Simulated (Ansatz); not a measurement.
# How much does Sb in Ta(100), 2x2 scatter?, part 3 of 3

How strong a scatterer is Sb in Ta(100), 2x2, and does relaxation matter?

Ansatz 0.2.0; Ansatz plane-wave DFT, PBE, PAW files; ballistic transport by layer matching (Landauer), zero bias; PAW set soft_1 (the session's first sound run).

So far, resistivity per at.% scaled from this dense plane, with the factor 3/4 for isotropic scattering (µΩ cm): step 3 (resistance at ideal sites) 5.82.

### 5. Transmission after relaxation, relaxed yes

The transmission is solved again on the relaxed atoms.

This step: Ansatz plane-wave DFT, PBE, PAW files; ballistic transport by layer matching (Landauer), zero bias; PAW set soft_1 (Ansatz 0.2.0).

The input, input.yaml:

```yaml
crystal:
  lattice:
    - [6.60512, 0.0, 0.0]
    - [0.0, 6.60512, 0.0]
    - [0.0, 0.0, 29.72304]
  atoms:
    - { symbol: Ta, position: [0.0, 0.0, 0.0277777778] }
    - { symbol: Ta, position: [0.0, 0.5, 0.0277777778] }
    - { symbol: Ta, position: [0.5, 0.0, 0.0277777778] }
    - { symbol: Ta, position: [0.5, 0.5, 0.0277777778] }
    - { symbol: Ta, position: [0.25, 0.25, 0.0833333333] }
    - { symbol: Ta, position: [0.25, 0.75, 0.0833333333] }
    - { symbol: Ta, position: [0.75, 0.25, 0.0833333333] }
    - { symbol: Ta, position: [0.75, 0.75, 0.0833333333] }
    - { symbol: Ta, position: [0.0, 0.0, 0.1388888889] }
    - { symbol: Ta, position: [0.0, 0.5, 0.1388888889] }
    - { symbol: Ta, position: [0.5, 0.0, 0.1388888889] }
    - { symbol: Ta, position: [0.5, 0.5, 0.1388888889] }
    - { symbol: Ta, position: [0.25, 0.25, 0.1944444444] }
    - { symbol: Ta, position: [0.25, 0.75, 0.1944444444] }
    - { symbol: Ta, position: [0.75, 0.25, 0.1944444444] }
    - { symbol: Ta, position: [0.75, 0.75, 0.1944444444] }
    - { symbol: Ta, position: [0.0, 0.0, 0.25] }
    - { symbol: Ta, position: [0.0, 0.5, 0.25] }
    - { symbol: Ta, position: [0.5, 0.0, 0.25] }
    - { symbol: Ta, position: [0.5, 0.5, 0.25] }
    - { symbol: Ta, position: [0.25, 0.25, 0.304839391] }
    - { symbol: Ta, position: [0.25, 0.75, 0.3053547039] }
    - { symbol: Ta, position: [0.75, 0.25, 0.3053547039] }
    - { symbol: Ta, position: [0.75, 0.75, 0.3054387982] }
    - { symbol: Ta, position: [0.0007626777, 0.0007626777, 0.3609022838] }
    - { symbol: Ta, position: [0.0007626777, 0.4992373223, 0.3609022838] }
    - { symbol: Ta, position: [0.4992373223, 0.0007626777, 0.3609022838] }
    - { symbol: Ta, position: [0.4992373223, 0.4992373223, 0.3609022838] }
    - { symbol: Ta, position: [0.25, 0.25, 0.4165532745] }
    - { symbol: Ta, position: [0.25, 0.75, 0.4164689418] }
    - { symbol: Ta, position: [0.75, 0.25, 0.4164689418] }
    - { symbol: Ta, position: [0.75, 0.75, 0.4145721422] }
    - { symbol: Ta, position: [-0.0051211781, -0.0051211781, 0.4710987264] }
    - { symbol: Ta, position: [-0.0051211781, 0.5051211781, 0.4710987264] }
    - { symbol: Ta, position: [0.5051211781, -0.0051211781, 0.4710987264] }
    - { symbol: Ta, position: [0.5051211781, 0.5051211781, 0.4710987264] }
    - { symbol: Sb, position: [0.25, 0.25, 0.5276514755] }
    - { symbol: Ta, position: [0.25, 0.75, 0.5276488512] }
    - { symbol: Ta, position: [0.75, 0.25, 0.5276488512] }
    - { symbol: Ta, position: [0.75, 0.75, 0.5276590083] }
    - { symbol: Ta, position: [-0.005108933, -0.005108933, 0.5842027446] }
    - { symbol: Ta, position: [-0.005108933, 0.505108933, 0.5842027446] }
    - { symbol: Ta, position: [0.505108933, -0.005108933, 0.5842027446] }
    - { symbol: Ta, position: [0.505108933, 0.505108933, 0.5842027446] }
    - { symbol: Ta, position: [0.25, 0.25, 0.6387758877] }
    - { symbol: Ta, position: [0.25, 0.75, 0.6388392497] }
    - { symbol: Ta, position: [0.75, 0.25, 0.6388392497] }
    - { symbol: Ta, position: [0.75, 0.75, 0.6407480031] }
    - { symbol: Ta, position: [0.0006376596, 0.0006376596, 0.6944162853] }
    - { symbol: Ta, position: [0.0006376596, 0.4993623404, 0.6944162853] }
    - { symbol: Ta, position: [0.4993623404, 0.0006376596, 0.6944162853] }
    - { symbol: Ta, position: [0.4993623404, 0.4993623404, 0.6944162853] }
    - { symbol: Ta, position: [0.25, 0.25, 0.75] }
    - { symbol: Ta, position: [0.25, 0.75, 0.75] }
    - { symbol: Ta, position: [0.75, 0.25, 0.75] }
    - { symbol: Ta, position: [0.75, 0.75, 0.75] }
    - { symbol: Ta, position: [0.0, 0.0, 0.8055555556] }
    - { symbol: Ta, position: [0.0, 0.5, 0.8055555556] }
    - { symbol: Ta, position: [0.5, 0.0, 0.8055555556] }
    - { symbol: Ta, position: [0.5, 0.5, 0.8055555556] }
    - { symbol: Ta, position: [0.25, 0.25, 0.8611111111] }
    - { symbol: Ta, position: [0.25, 0.75, 0.8611111111] }
    - { symbol: Ta, position: [0.75, 0.25, 0.8611111111] }
    - { symbol: Ta, position: [0.75, 0.75, 0.8611111111] }
    - { symbol: Ta, position: [0.0, 0.0, 0.9166666667] }
    - { symbol: Ta, position: [0.0, 0.5, 0.9166666667] }
    - { symbol: Ta, position: [0.5, 0.0, 0.9166666667] }
    - { symbol: Ta, position: [0.5, 0.5, 0.9166666667] }
    - { symbol: Ta, position: [0.25, 0.25, 0.9722222222] }
    - { symbol: Ta, position: [0.25, 0.75, 0.9722222222] }
    - { symbol: Ta, position: [0.75, 0.25, 0.9722222222] }
    - { symbol: Ta, position: [0.75, 0.75, 0.9722222222] }
kpoints:
  mp_grid: { grid: [4, 4, 1] }
hamiltonian:
  xc: pbe
  pseudopotentials: { kind: paw, azcp: { folder: soft_1 } }
scf:
  occupations: { method: fermi_dirac, width: 0.1 }
output:
  transmission: { leads: [[0, 4]], kmesh: [8, 8], e_range: [-0.05, 0.05], de: 0.05 }
  write_potential: true
  write_density: true
  volumetric_format: npy
```

Command:

```bash
> ansatz run input.yaml --threads 4 --pin off --max-ram 15360MiB --backend cpu --events-out ev --progress --plain --runs-dir out
```

Numbers of over 12 decimals in the logs are rounded to 6 here.

Log:

```text
[...]
Crystal: 72 atoms, lattice volume = 1296.745 Å³
Basis set: ecut = 420 eV, 25307 PW (Γ)
Bands: 563, of which v1, the nominal top of the filled ones, is band 469 counted from 1 (468 counted from 0)
Symmetry: 8 space group operations
[...]
k-points: 6 of 16
[...]
SCF iter   1: F=—  HF=-711772.544646 eV  |F-HF|=—  |Δ(HF+E_count)|=         —  Δρ=5.79e-2  dr2=2.86e3  ethr=3.10e-3  ⟨swp⟩=6.8  Hψ=14197  notcnv=0  defer=2
[...]
SCF iter   9: F=-711745.419124 eV  HF=-711745.419125 eV  |F-HF|=6.17e-8  |Δ(HF+E_count)|=   2.28e-7  Δρ=1.60e-6  dr2=8.17e-8  ethr=1.07e-11  ⟨swp⟩=13.7  Hψ=14887  notcnv=0
SCF 1 converged in 9 iterations: F = -711745.419124 eV  dr2 = 8.17e-8
[...]
transmission: 81 of 810 steps passed
transmission: 162 of 810 steps passed
[...]
transmission: 810 of 810 steps passed
SCF converged after 9 iterations
Free energy (F): -711745.419124 eV
[...]
Internal energy: -711742.439015 eV  (E = F + TS)
E sigma→0 (E₀):  -711743.929070 eV
Entropy (-TS):   -2.980110 eV (-41.390 meV/atom)
Fermi energy:    18.557232 eV
[...]
--- Band table (eV; the first three rows and the last of 6) ---
  k-point 0: bands = [... 465 lower, 19.2017, 19.2141, 19.2141, 19.2326, 19.2326, 19.2428, 19.2428, 19.2729, ... 90 higher]
  k-point 1: bands = [... 465 lower, 18.8399, 18.8478, 18.8696, 18.9024, 18.9320, 18.9357, 18.9478, 18.9766, ... 90 higher]
  k-point 2: bands = [... 465 lower, 18.4647, 18.4719, 18.4748, 18.4841, 18.4927, 18.5352, 18.5362, 18.6241, ... 90 higher]
  k-point 5: bands = [... 465 lower, 17.9126, 17.9432, 17.9526, 17.9526, 17.9720, 17.9835, 18.0163, 18.0163, ... 90 higher]
--- Transmission ---
  basis      : 377 plane waves across, 54 finite elements along
  points     : 15, standing for a mesh of 8 x 8
[...]
channels       : 1.048438e1 a spin
[...]
junction   : crystal 0 to crystal 0, -0.70 to 27.37 Å
    transmission   : 6.249107e0 a spin
[...]
```

Elapsed: 13 min, on 4 threads of Arm Neoverse V1, shared host; peak memory 9.2 GiB.

Numbers from this step:

```yaml
free_energy: -711745.4191 eV
energy_at_zero_smearing: -711743.9291 eV
transmission_per_spin_nearest_the_fermi_level: 6.249
step_of_the_lead_s_potential: 5.1 meV
```

Per spin. The transmission, zone mean by energy, zero at the Fermi level:

| energy (eV) | transmission, zone mean |
| --- | --- |
| -0.0500 | 6.34 |
| 0.0000 | 6.25 |
| 0.0500 | 5.89 |

Transmission over k1 and k2. At 0.0000 eV from the Fermi level.

Ten even steps from '_' (2.31) to '@' (8.60):
```
..__==######==__
..==%%@@@@@@%%==
++##@@%%%%%%@@##
++##@@%%%%%%@@##
++##@@%%%%%%@@##
..==%%@@@@@@%%==
..__==######==__
__....++++++....
```
Columns: k1 (b1) from -0.5 to 0.375; rows upwards: k2 (b2) from -0.5 to 0.375.

Over the solved energies the transmission per spin lies between 5.89 and 6.34, out of 10.2 channels of the lead on average (up to 10.5).

### 6. Resistance after relaxation

This step: Ansatz plane-wave DFT, PBE, PAW files; ballistic transport by layer matching (Landauer), zero bias; area resistance of the defect plane and resistivity an atomic per cent; PAW set soft_1 (Ansatz 0.2.0).

This step gave:

```
area resistance                                                                                 : 0.3630 fΩ m²
T over the leads' mean channel count                                                            : 0.6030
resistivity per at.% scaled from this dense plane, with the factor 3/4 for isotropic scattering : 6.595 µΩ cm
```

Averaged over the energies near the Fermi level, 60.3 % of the channels pass, which makes 0.363 fΩ m², against 0.320 on ideal sites.

### 7. Summary of results

| Item | Value |
| --- | --- |
| share of channels that pass, rigid | 0.632 |
| area resistance, rigid | 0.320 fΩ m² |
| resistivity per at.% from the area resistance, times 3/4, rigid | 5.82 µΩ cm |
| share of channels that pass, relaxed | 0.603 |
| area resistance, relaxed | 0.363 fΩ m² |
| resistivity per at.% from the area resistance, times 3/4, relaxed | 6.60 µΩ cm |

In words: The plane of defects adds 0.36 fΩ m². Scaled to one atomic per cent that is 8.8 µΩ cm as it stands and 6.6 with the factor 3/4 for isotropic scattering on a spherical Fermi surface; with the reflection in place of the resistance taken as linear in the density it would be 4.0. These are rough estimates of the dilute value, not bounds. One Sb in each 2x2 cell reflects 40 % of the lead's channels. The relaxed cell differs by 13 % in resistance; between the two runs the lead's own channel count goes from 10.2 to 10.2, so the change comes from the moved atoms. The defects form a dense periodic sheet that scatters coherently, unlike a dilute random alloy. T and N are means over the solved energies nearest the Fermi level. Spin-orbit coupling is left out, which matters for Ta.

[Logs are printed without paths, hosts, clocks, repeated set-up lines and the standing remarks that a program may print on its own settings, such as how far it seeks lower states.]

[Hosts, paths, dates, database ids (printed as entryN), source tags and the programs' standing remarks are cut or masked in the printed files.]
